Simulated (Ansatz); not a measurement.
Al2Cu:

```
CELL_PARAMETERS angstrom
-2.03034 2.03034 2.85109
2.03034 -2.03034 2.85109
2.03034 2.03034 -2.85109
ATOMIC_POSITIONS crystal
Cu 0.50000 0.50000 0.00000
Al 0.25000 0.75000 0.50000
Al 0.75000 0.25000 0.50000
```

The cell comes from a database or a generator and needn't be the stable form of this composition.

Below is the output of Ansatz 0.2.0 for this cell. Logs are shortened: lines on timing, memory, paths and dates and some standing lists are left out, and cuts for length are marked.

```text
Warning: RAYON_NUM_THREADS=2 ignored (pool sized by the plan → 2); use --threads N
Engine: ansatz 0.2.0, aarch64-unknown-linux-gnu
Pseudopotentials: kind: paw
Pseudopotential: Cu, paw, valence charge 19, recommended cutoff 420 eV (normal), Cu.paw.azcp
Pseudopotential: Al, paw, valence charge 3, recommended cutoff 420 eV (normal), Al.paw.azcp
Functional definition: PBE
  parameter kappa = 0.804
  parameter beta = 0.06672455060314922
  exchange = pbe_x(kappa = kappa, mu = beta*pi^2/3)
  correlation = pbe_c(beta = beta)
Crystal: 3 atoms, lattice volume = 47.012 Å³
Basis set: ecut = 420 eV, 925 PW (Γ), exchange–correlation on 60×60×60 points (8 copies of the dense FFT grid, shifted against one another)
Bands: 17, of which v1, the nominal top of the filled ones, is band 13 counted from 1 (12 counted from 0)
Symmetry: 16 space group operations
Space group: I4/mmm (ITA 139), of the structure as read, at distance tolerance 3.6e-5 Å
k-points: 75 of 729
Non-local potential: Cu, projectors of the file, l = 0: 3, l = 1: 2, l = 2: 3, l = 3: 1
Non-local potential: Al, projectors of the file, l = 0: 2, l = 1: 2, l = 2: 1
PAW form: soft (Blöchl's): semilocal exchange-correlation on the pseudo side does not see the compensation charge
PAW one-centre angular grid: Cu, 590 points (default); XC on 64 Gauss nodes
PAW one-centre angular grid: Al, 110 points (default); XC on 64 Gauss nodes
Initial density: superposition of atomic densities (neutral atoms: chi_scale 0, normalization atom), corrected by the library's trained network
Initial wavefunctions: pseudopotential atomic-orbital guess
Functional: x = pbe(κ = 0.804, μ = 0.2195149727645171), c = pbe(β = 0.06672455060314922)
SCF iter   1: F=—  HF=-7700.716754 eV  |F-HF|=—  |Δ(HF+E_count)|=         —  Δρ=1.21e-3  dr2=5.80e-4  ethr=1.77e-3  ⟨swp⟩=5.3  Hψ=6451  notcnv=0
preconditioner: auto → Kerker (q_TF=auto, 2.456 Å⁻¹)  [metal: Δε(μ)=0.007 eV  Ē_g=8.454 eV  σ=0.050 eV  W_gap=0.03  n_scr=14 (ndim 8)  ℏωp=22.3 eV  f_vac=0.002  D(μ)=1.73/eV (n_scr^D=14)]
SCF iter   2: F=—  HF=-7700.717003 eV  |F-HF|=—  |Δ(HF+E_count)|=   2.49e-4  Δρ=8.43e-4  dr2=3.32e-4  ethr=2.32e-6  ⟨swp⟩=1.9  Hψ=2248  notcnv=0
SCF iter   3: F=—  HF=-7700.717312 eV  |F-HF|=—  |Δ(HF+E_count)|=   3.08e-4  Δρ=7.18e-4  dr2=1.48e-4  ethr=1.33e-6  ⟨swp⟩=2.0  Hψ=1883  notcnv=0  defer=1
SCF iter   4: F=—  HF=-7700.717293 eV  |F-HF|=—  |Δ(HF+E_count)|=   1.86e-5  Δρ=2.24e-4  dr2=2.27e-5  ethr=5.93e-7  ⟨swp⟩=2.2  Hψ=1644  notcnv=0  defer=1
SCF iter   5: F=—  HF=-7700.717314 eV  |F-HF|=—  |Δ(HF+E_count)|=   2.13e-5  Δρ=1.70e-4  dr2=7.63e-6  ethr=9.07e-8  ⟨swp⟩=2.0  Hψ=1888  notcnv=0
SCF iter   6: F=—  HF=-7700.717314 eV  |F-HF|=—  |Δ(HF+E_count)|=   5.26e-7  Δρ=9.01e-5  dr2=2.34e-6  ethr=3.05e-8  ⟨swp⟩=1.0  Hψ=1266  notcnv=0
SCF iter   7: F=-7700.717313 eV  HF=-7700.717313 eV  |F-HF|=9.06e-8  |Δ(HF+E_count)|=   3.08e-7  Δρ=1.26e-5  dr2=5.71e-8  ethr=4.00e-10  ⟨swp⟩=3.4  Hψ=4888  notcnv=0
SCF 1 converged in 7 iterations: F = -7700.717313 eV  dr2 = 5.71e-8
  greatest PAW one-centre occupation: 1.000 electrons in one spin orbital (limit 2), on the Cu atom at site 0 (counted from 0), in its partial waves of l = 0
SCF converged after 7 iterations
Free energy (F): -7700.717313 eV
Harris-Foulkes:  -7700.717313 eV  (|F-HF|=9.06e-8)
Internal energy: -7700.704300 eV  (E = F + TS)
E sigma→0 (E₀):  -7700.710807 eV
Entropy (-TS):   -0.013014 eV (-4.338 meV/atom)
Fermi energy:    9.427307 eV
--- Per-component energies (eV) ---
  E_band       = -490.378180
  E_kinetic    = 346.554338
  E_local      = -5882.036392  (includes V_loc(G=0)·N_el)
  E_nonlocal   = 401.137341
  E_hartree    = 2632.472573
  E_xc         = -170.624661
  E_vxc        = -175.653670  (∫ρ·V_xc dr)
  E_paw        = -2590.045925  (= ΣΔE_a)
  E_vpaw       = -445.346933  (= ΣTr[D̂ρ^β])
  E_aug_tail   = 0.000262  (compensation charges beyond the density's cutoff)
  E_ewald      = -2438.161835
  E_smearing   = -0.013014  (= −TS)
  E_closure    = 0.000000  (closes the sum)
  Σ components = -7700.717313   (vs F -7700.717313, Δ=0.00e0)
--- Forces (eV/Å), atoms counted from 1 ---
  atom   1  Cu    -0.00000000    -0.00000000    -0.00000000
  atom   2  Al     0.00000000     0.00000000     0.00000000
  atom   3  Al     0.00000000     0.00000000     0.00000000
  max |Σ_I F_I| component: 2.52e-29 eV/Å
--- Stress (GPa, compression-positive) ---
        2.898503       0.000000       0.000000
        0.000000       2.898503      -0.000000
        0.000000      -0.000000       3.051323
  P = ⅓ Tr σ = 2.9494 GPa (29.494 kbar)
--- Band table (eV; the first three rows and the last of 75) ---
  k-point 0: bands = ["-104.4389", "-61.7830", "-61.7830", "-61.7818", "-0.8558", "4.8702", "4.8759", "4.8759", "5.4420", "5.4517", "12.3270", "12.3270", "12.3663", "12.3796", "12.4449", "12.4449", "13.7971"]
  k-point 1: bands = ["-104.4389", "-61.7830", "-61.7830", "-61.7818", "-0.6342", "4.8089", "4.9048", "4.9113", "5.4033", "5.4685", "10.6031", "10.6626", "11.4896", "11.6108", "14.0245", "14.3897", "14.4701"]
  k-point 2: bands = ["-104.4389", "-61.7831", "-61.7830", "-61.7818", "0.0256", "4.6378", "5.0114", "5.0201", "5.2806", "5.5166", "9.1910", "9.2464", "9.4963", "10.7253", "12.2967", "16.4680", "16.6227"]
  k-point 74: bands = ["-104.4389", "-61.7831", "-61.7831", "-61.7820", "3.3821", "3.6514", "4.2112", "5.3809", "5.4455", "5.5715", "5.5964", "6.8619", "7.5549", "10.1963", "11.5979", "17.5342", "19.6345"]
```

Problem. What input gives this log?

Solution. Single point with PBE, no spin polarisation. The files as run (others can give the same):

input.yaml
```yaml
crystal:
  lattice:
    - [-2.0303375, 2.0303375, 2.851094]
    - [2.0303375, -2.0303375, 2.851094]
    - [2.0303375, 2.0303375, -2.851094]
  atoms:
    - { symbol: Cu, position: [0.5, 0.5, 0.0] }
    - { symbol: Al, position: [0.25, 0.75, 0.5] }
    - { symbol: Al, position: [0.75, 0.25, 0.5] }
hamiltonian:
  xc: pbe
  pseudopotentials: { kind: paw }
kpoints:
  mp_grid: { grid: [9, 9, 9] }
scf:
  occupations: { method: fermi_dirac, width: 0.05 }
output:
  forces: true
  stress: true
  eigenvalues: true
```

Potentials or basis: Ansatz PAW.
Command:
```console
$ ansatz run input.yaml --threads 2 --pin off --max-ram 5120MiB --backend cpu --events-out ev --progress --plain --runs-dir out
```
